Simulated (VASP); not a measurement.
# Sb (R-3m) in VASP: settings compared, part 2 of 2

VASP 6.6.1. The steps go on from the part before.

### 4 Relaxation of cell and atoms, PBE+D3(BJ)

File INCAR:

```
SYSTEM = Sb
PREC = Accurate ; ENCUT = 600
EDIFF = 1E-6 ; ISMEAR = -1
SIGMA = 0.05 ; LREAL = .FALSE.
LASPH = .TRUE. ; NELM = 80
ALGO = Normal ; ISIF = 3
LWAVE = .FALSE. ; LCHARG = .FALSE.
GGA = PE ; IVDW = 12
IBRION = 2 ; NSW = 40
EDIFFG = -0.02
```

File KPOINTS:

```
Automatic mesh
0
G
  8 8 8
  0 0 0
```

File POSCAR:

```
Sb
1.0
    2.1542000000      1.2437279499      3.7580000000
   -2.1542000000      1.2437279499      3.7580000000
    0.0000000000     -2.4874558998      3.7580000000
Sb
2
Direct
    0.7665100000      0.7665100000      0.7665100000
    0.2334900000      0.2334900000      0.2334900000
```

The run is started by

```sh
$ cat potpaw_PBE.64/Sb/POTCAR > POTCAR
$ mpirun -np 1 vasp_std > vasp.out
```

Run time: 93 s. Hardware: 1 thread of Intel Xeon Platinum 8259CL at 2.50GHz (Skylake/Cascade Lake), shared host; peak memory 0.23 GiB.

Results (log left out):

| Quantity | Value |
| --- | --- |
| Free energy | -9.2108 eV |
| Relaxed volume | 29.75 Å³/atom |
| Relaxed cell | a = 4.445 Å, b = 4.445 Å, c = 4.445 Å, α = 58.16°, β = 58.16°, γ = 58.16° |
| Space group after relaxing (to 0.05 Å) | R-3m (No. 166) |
| Energy gained by relaxing | 3.9 meV/atom |
| Ionic steps | 6 |
| Pressure after relaxing | 0.0 GPa |
| Largest force after relaxing | 0.016 eV/Å |
| Band gap on the k mesh | none (metal or under the smearing width) |
| Dispersion energy per atom | -0.480 eV |

Forces on the atoms (eV/Å):
```
Sb   0.000  0.000  0.016
Sb   0.000  0.000 -0.016
```

Stress tensor (GPa, compression positive):
```
 0.06  0.00  0.00
 0.00  0.06  0.00
 0.00  0.00 -0.09
```

The path:
```csv
step,energy change (eV),largest force (eV/Å),pressure (GPa),volume (Å³)
1,0.0000,0.1998,0.17,60.41
2,-0.0033,0.0836,-0.42,60.69
3,-0.0036,0.0274,-0.70,60.83
4,-0.0059,0.0129,-0.48,60.40
5,-0.0077,0.0090,-0.13,59.73
6,-0.0079,0.0158,0.01,59.50
```

Final structure:
```cif
data_structure
_symmetry_space_group_name_H-M 'P 1'
_symmetry_Int_Tables_number 1
_cell_length_a 4.4453
_cell_length_b 4.4453
_cell_length_c 4.4453
_cell_angle_alpha 58.163
_cell_angle_beta 58.163
_cell_angle_gamma 58.163
_cell_volume 59.50
loop_
_atom_site_label
_atom_site_type_symbol
_atom_site_fract_x
_atom_site_fract_y
_atom_site_fract_z
_atom_site_occupancy
Sb1 Sb 0.76357 0.76357 0.76357 1
Sb2 Sb 0.23643 0.23643 0.23643 1
```

Levels at points of the mesh, in eV from the Fermi level:
| k point | band 3 | band 4 | band 5 | band 6 | band 7 | band 8 |
| --- | --- | --- | --- | --- | --- | --- |
| (0.00, 0.00, 0.00) | -2.03 | -1.87 | -1.87 | 2.32 | 2.79 | 2.79 |
| (0.50, 0.00, 0.00) | -1.79 | -1.62 | -0.38 | -0.20 | 0.17 | 0.21 |
| (0.50, 0.50, 0.00) | -5.64 | -3.84 | -3.78 | 1.58 | 5.02 | 5.41 |
| (0.50, 0.50, 0.50) | -1.30 | -1.30 | -0.47 | -0.11 | -0.11 | 0.88 |

Caveat: pairwise dispersion overbinds metals, which lowers pressure and volume. The run has no spin-orbit coupling, so splittings on Sb are missing.

### 5 Single point, PBE

File INCAR:

```
SYSTEM = Sb
ALGO = Normal
EDIFF = 1E-6
ENCUT = 500
GGA = PE
ISIF = 2
ISMEAR = 0
LASPH = .TRUE.
LCHARG = .FALSE.
LREAL = .FALSE.
LWAVE = .FALSE.
NELM = 80
PREC = Accurate
SIGMA = 0.02
```

File KPOINTS:

```
k-points
0
G
  4 4 4
  0 0 0
```

POSCAR is that of step 4.

Potentials or basis: VASP PAW PBE potentials, release 64 (Sb_d_GW).

The run is started by

```sh
$ cat potpaw_PBE.64/Sb_d_GW/POTCAR > POTCAR
$ mpirun -np 1 vasp_std > vasp.out
```

OUTCAR:

```text
SYSTEM = Sb
   EDIFF = 1E-6
   ENCUT = 500
   GGA = PE
   ISIF = 2
   ISMEAR = 0
   LASPH = .TRUE.
   LREAL = .FALSE.
   NELM = 80
   PREC = Accurate

 ion  position               nearest neighbor table
   1  0.767  0.767  0.767-   2 2.91   2 2.91   2 2.91   2 3.35   2 3.35   2 3.35
   2  0.233  0.233  0.233-   1 2.91   1 2.91   1 2.91   1 3.35   1 3.35   1 3.35

  LATTYP: Found a trigonal (rhomboedric) cell.
 ALAT       =     4.5066618304
 COS(alpha) =     0.5430253624

  Lattice vectors:

 A1 = (   2.1542000000,   1.2437279499,   3.7580000000)
 A2 = (  -2.1542000000,   1.2437279499,   3.7580000000)
 A3 = (   0.0000000000,  -2.4874558998,   3.7580000000)

Analysis of symmetry for initial positions (statically):
=====================================================================
 Subroutine PRICEL returns:
 Original cell was already a primitive cell.

 Routine SETGRP: Setting up the symmetry group for a
 trigonal (rhombohedral) supercell.

 Subroutine GETGRP returns: Found 12 space group operations
 (whereof 12 operations were pure point group operations)
 out of a pool of 12 trial point group operations.

The static configuration has the point symmetry D_3d.

Analysis of symmetry for dynamics (positions and initial velocities):
=====================================================================
 Subroutine PRICEL returns:
 Original cell was already a primitive cell.

 Routine SETGRP: Setting up the symmetry group for a
 trigonal (rhombohedral) supercell.

 Subroutine GETGRP returns: Found 12 space group operations
 (whereof 12 operations were pure point group operations)
 out of a pool of 12 trial point group operations.

The dynamic configuration has the point symmetry D_3d.

 Subroutine INISYM returns: Found 12 space group operations
 (whereof 12 operations are pure point group operations),
 and found     1 'primitive' translations

----------------------------------------------------------------------------------------

                                     Primitive cell

  volume of cell :      60.4115

  direct lattice vectors                    reciprocal lattice vectors
     2.154200000  1.243727950  3.758000000     0.232104726  0.134005726  0.088699663
    -2.154200000  1.243727950  3.758000000    -0.232104726  0.134005726  0.088699663
     0.000000000 -2.487455900  3.758000000     0.000000000 -0.268011452  0.088699663

  length of vectors
     4.506661830  4.506661830  4.506661830     0.282307932  0.282307932  0.282307932

  position of ions in fractional coordinates (direct lattice)
     0.766510000  0.766510000  0.766510000
     0.233490000  0.233490000  0.233490000

  ion indices of the primitive-cell ions
   primitive index   ion index
                 1           1
                 2           2

----------------------------------------------------------------------------------------

 KPOINTS: k-points

Automatic generation of k-mesh.
 Grid dimensions read from file:
 generate k-points for:    4    4    4

 Generating k-lattice:

  Cartesian coordinates                     Fractional coordinates (reciprocal lattice)
     0.058026181  0.033501431  0.022174916     0.250000000  0.000000000  0.000000000
    -0.058026181  0.033501431  0.022174916     0.000000000  0.250000000  0.000000000
     0.000000000 -0.067002863  0.022174916     0.000000000  0.000000000  0.250000000

  Length of vectors
     0.070576983  0.070576983  0.070576983

  Shift w.r.t. Gamma in fractional coordinates (k-lattice)
     0.000000000  0.000000000  0.000000000

 Subroutine IBZKPT returns following result:
 ===========================================

 Found     13 irreducible k-points:

 Following reciprocal coordinates:
            Coordinates               Weight
  0.000000  0.000000  0.000000      1.000000
  0.250000 -0.000000  0.000000      6.000000
  0.500000 -0.000000  0.000000      3.000000
  0.250000  0.250000  0.000000      6.000000
  0.500000  0.250000 -0.000000     12.000000
 -0.250000  0.250000  0.000000      6.000000
  0.500000  0.500000  0.000000      3.000000
  0.250000  0.250000  0.250000      2.000000
  0.500000  0.250000  0.250000      6.000000
 -0.250000  0.250000  0.250000      6.000000
  0.500000  0.500000  0.250000      6.000000
 -0.250000  0.500000  0.250000      6.000000
  0.500000  0.500000  0.500000      1.000000
   k-points           NKPTS =     13   k-points in BZ     NKDIM =     13   number of bands    NBANDS=     19
   number of dos      NEDOS =    301   number of ions     NIONS =      2
   total plane-waves  NPLWV =  46656
   dimension x,y,z NGX =    36 NGY =   36 NGZ =   36
   dimension x,y,z NGXF=    72 NGYF=   72 NGZF=   72
   ions per type =               2
   NGX,Y,Z   is equivalent  to a cutoff of  13.28, 13.28, 13.28 a.u.
   NGXF,Y,Z  is equivalent  to a cutoff of  26.56, 26.56, 26.56 a.u.
 SYSTEM =  Sb
   PREC   = accura    normal or accurate (medium, high low for compatibility)
   ISTART =      0    job   : 0-new  1-cont  2-samecut
   ICHARG =      2    charge: 1-file 2-atom 10-const
   ISPIN  =      1    spin polarized calculation?
   LNONCOLLINEAR =      F non collinear calculations
   LSORBIT =      F    spin-orbit coupling
   LASPH  =      T    aspherical Exc in radial PAW
   ENCUT  =  500.0 eV  36.75 Ry    6.06 a.u.   8.22  8.22  8.22*2*pi/ulx,y,z
   NELM   =     80;   NELMIN=  2; NELMDL= -5     # of ELM steps
   EDIFF  = 0.1E-05   stopping-criterion for ELM
   LREAL  =      F    real-space projection
   EDIFFG = 0.1E-04   stopping-criterion for IOM
   NSW    =      0    number of steps for IOM
   IBRION =     -1    ionic relax: 0-MD 1-quasi-New 2-CG
   NFREE  =      0    steps in history (QN), initial steepest desc. (CG)
   ISIF   =      2    stress and relaxation
   ISYM   =      2    0-nonsym 1-usesym 2-fastsym
   POTIM  = 0.5000    time-step for ionic-motion
   TEBEG  =    0.0;   TEEND  =   0.0 temperature during run
   PSTRESS=    0.0 pullay stress
   NELECT =      30.0000    total number of electrons
   NUPDOWN=      -1.0000    fix difference up-down
   EMIN   =  10.00;   EMAX   =-10.00  energy-range for DOS
   EFERMI =   0.00;   METHOD = LEGACY
   ISMEAR =     0;   SIGMA  =   0.02  broadening in eV -4-tet -1-fermi 0-gaus
   EFERMI_NEDOS =   21; number of points for ismear=-14 and -15
   IALGO  =     38    algorithm
   IMIX   =      4    mixing-type and parameters
     AMIX     =   0.40;   BMIX     =  1.00
     AMIX_MAG =   1.60;   BMIX_MAG =  1.00
  volume/ion in A,a.u.               =      30.21       203.84
  Fermi-wavevector in a.u.,A,eV,Ry     =   1.296409  2.449858 22.866996  1.680677
  Thomas-Fermi vector in A             =   2.427867
   LORBIT       =      0    0 simple, 1 ext, 2 COOP (PROOUT), +10 PAW based schemes
   GGA     = PE    functional components
   LHFCALC =     F    Hartree Fock is set to
   AEXX    =    0.0000 exact exchange contribution
   IVDW    =     0    specifies the selected vdW correction
   LEPSILON=     F    determine dielectric tensor
   LRPA    =     F    only Hartree local field effects (RPA)
 non-spin polarized calculation
 Gauss-broadening in eV      SIGMA  =   0.02
  energy-cutoff  :      500.00
  volume of cell :       60.41
 maximum number of plane-waves:      1542
 NGX is ok and might be reduce to    36
   NGX = 17   NGY = 17   NGZ = 17

 number of electron      30.0000008 magnetization

 Free energy of the ion-electron system (eV)
  ---------------------------------------------------
  ext. energy  EPLUGINS =         0.00000000
  ---------------------------------------------------
  free energy    TOTEN  =        -8.33049482 eV

  energy without entropy =       -8.33049458  energy(sigma->0) =       -8.33049470

 E-fermi :   5.1160     XC(G=0):  -9.8974

 val. band max:        5.0580104989   @ k =   0.5000  -0.0000   0.0000
 cond. band min:       5.1739283317   @ k =   0.5000  -0.0000   0.0000
 fundamental gap:      0.1159178329
 Fermi energy:         5.1159693891

 k-point     1 :       0.0000    0.0000    0.0000
  band No.  band energies     occupation
      1     -24.0951      2.00000
      2     -24.0951      2.00000
      3     -24.0098      2.00000
      4     -24.0098      2.00000
      5     -23.9767      2.00000
      6     -23.8959      2.00000
[... 11 lines left out ...]
     18       8.0641      0.00000
     19      10.5156      0.00000
[... 247 lines left out ...]
      3     -23.9915      2.00000
      4     -23.9915      2.00000
      5     -23.9566      2.00000
      6     -23.9084      2.00000
[... 11 lines left out ...]
     18       6.4541      0.00000
     19      12.3989      0.00000

------------------------ aborting loop because EDIFF is reached ----------------------------------------

  FORCE on cell =-STRESS in cart. coord.  units (eV):
  Direction    XX          YY          ZZ          XY          YZ          ZX
  --------------------------------------------------------------------------------------
  -------------------------------------------------------------------------------------
  Total        1.1626038      1.1626038      0.6884700      0.0000000      0.0000000      0.0000000
  in kB       30.8335025     30.8335025     18.2589656      0.0000000      0.0000000      0.0000000
  external PRESSURE =      26.6419902 kB  Pullay stress =       0.0000000 kB

 VOLUME and BASIS-vectors are now :
 -----------------------------------------------------------------------------
  energy-cutoff  :      500.00
  volume of cell :       60.41
      direct lattice vectors                 reciprocal lattice vectors
     2.154200000  1.243727950  3.758000000     0.232104726  0.134005726  0.088699663
    -2.154200000  1.243727950  3.758000000    -0.232104726  0.134005726  0.088699663
     0.000000000 -2.487455900  3.758000000     0.000000000 -0.268011452  0.088699663

 POSITION                                       TOTAL-FORCE (eV/Angst)
 -----------------------------------------------------------------------------------
      0.00000      0.00000      8.64163         0.000000     -0.000000      0.045638
      0.00000      0.00000      2.63237         0.000000      0.000000     -0.045638
 -----------------------------------------------------------------------------------
    total drift:                                0.000000     -0.000000      0.000000

  FREE ENERGIE OF THE ION-ELECTRON SYSTEM (eV)
  ---------------------------------------------------
  free  energy   TOTEN  =        -8.3304948189 eV

  energy  without entropy=       -8.3304945806  energy(sigma->0) =       -8.33049470
```

stdout:

```text
POSCAR found type information on POSCAR Sb
 POSCAR found :  1 types and       2 ions
 scaLAPACK will be used
 LDA part: xc-table for (Slater+PW92), standard interpolation
 POSCAR, INCAR and KPOINTS ok, starting setup
 FFT: planning ... GRIDC
 FFT: planning ... GRID_SOFT
 FFT: planning ... GRID
 WAVECAR not read
 entering main loop
```

Run time: 11 s. Hardware: 1 thread of Intel Xeon 6975P-C (Granite Rapids), shared host; peak memory 0.21 GiB.

Results:

| Item | Value |
| --- | --- |
| Free energy | -8.3305 eV |
| Pressure | 2.7 GPa |
| Largest force | 0.046 eV/Å |
| Band gap on the k mesh | 0.12 eV, direct |

Forces in eV/Å, atoms in the order of the input:
```
Sb   0.000  0.000  0.046
Sb   0.000  0.000 -0.046
```

Caveat: the k mesh is coarse (spacing up to 0.44 Å⁻¹), so the values aren't converged; spin-orbit coupling is left out, which moves the levels of the heavy elements.

### 6 Overview

| task | level | potentials or basis | cell | k mesh | cutoff (eV) | smearing | grid for exact exchange (PRECFOCK) | exchange at q = 0 | ladder | mesh quality | gap on the mesh (eV) | pressure (GPa) | largest force (eV/Å) |
| --- | --- | --- | --- | --- | --- | --- | --- | --- | --- | --- | --- | --- | --- |
| single point | TPSSh | VASP PAW PBE potentials, release 64 (Sb) | volume scaled by 1.08 | 4 × 4 × 4 | 520 | gaussian 0.01 eV | Normal | truncated | - | coarse | 0.40 | -3.1 | 0.62 |
| relaxation of cell and atoms | PBE+D3(BJ) | VASP PAW PBE potentials, release 64 (Sb) | relaxed | 8 × 8 × 8 | 600 | fermi-dirac 0.05 eV | - | - | gaps | not flagged | none | 0.0 | 0.02 |
| single point | PBE | VASP PAW PBE potentials, release 64 (Sb_d_GW) | as given | 4 × 4 × 4 | 500 | gaussian 0.02 eV | - | - | - | coarse | 0.12 | 2.7 | 0.05 |

Alike in all rows: no spin polarisation.

Caveats: some runs use coarse meshes; spin-orbit coupling is left out, which moves the levels of the heavy elements (some runs); the PAW data sets were made with another functional, which shifts forces and pressure a little (some runs); pairwise dispersion overbinds metals, which lowers pressure and volume (some runs).

Total energies depend on the potentials used, so only differences within one code and one set of settings carry meaning.
